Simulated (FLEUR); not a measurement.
# CaSe under changes of volume

One of the cells (25.829 Å³/atom); the others are scaled copies at fixed shape and fractional positions:

```xyz
2
Lattice="0.0000 2.9560 2.9560 2.9560 0.0000 2.9560 2.9560 2.9560 0.0000" Properties=species:S:1:pos:R:3 pbc="T T T"
Se    2.9560    2.9560    2.9560
Ca    0.0000    0.0000    0.0000
```

```yaml
Program: FLEUR MaX-R8.1 (later development tree)
Functional: LDA
Potentials_or_basis: all-electron
Basis: FLAPW
Kmax: 4.1 1/bohr
k_mesh: 8 × 8 × 8
Occupations: fermi-dirac, width 0.05 eV
Spin: no spin polarisation
```

```csv
volume (Å³/atom),energy over the lowest point (meV/atom),gap on the mesh (eV)
24.280,0.00,1.71
24.796,?,?
25.829,16.28,1.88
26.863,41.89,1.96
27.379,58.25,2.00
```

Problem. What does the run at 24.796 Å³/atom give?

Solution. Energy over the lowest point 2.01 meV/atom; gap on the mesh 1.77 eV.

Worked out: A Birch-Murnaghan fit of order 2 (a polynomial in V^(-2/3)) to the other rows has its minimum at 24.26 Å³/atom, just outside them, with B0 = V·E''(V) = 57 GPa. It gives 2.04 meV/atom at 24.796 Å³/atom, against the run's 2.01. A parabola through the other rows of the gap, of slope 2.64 eV per unit of ln V there, gives 1.78 eV, against the run's 1.77.

Energies are extrapolated to zero smearing.

A mesh can miss the band edges. Spin-orbit coupling on Se is left out.
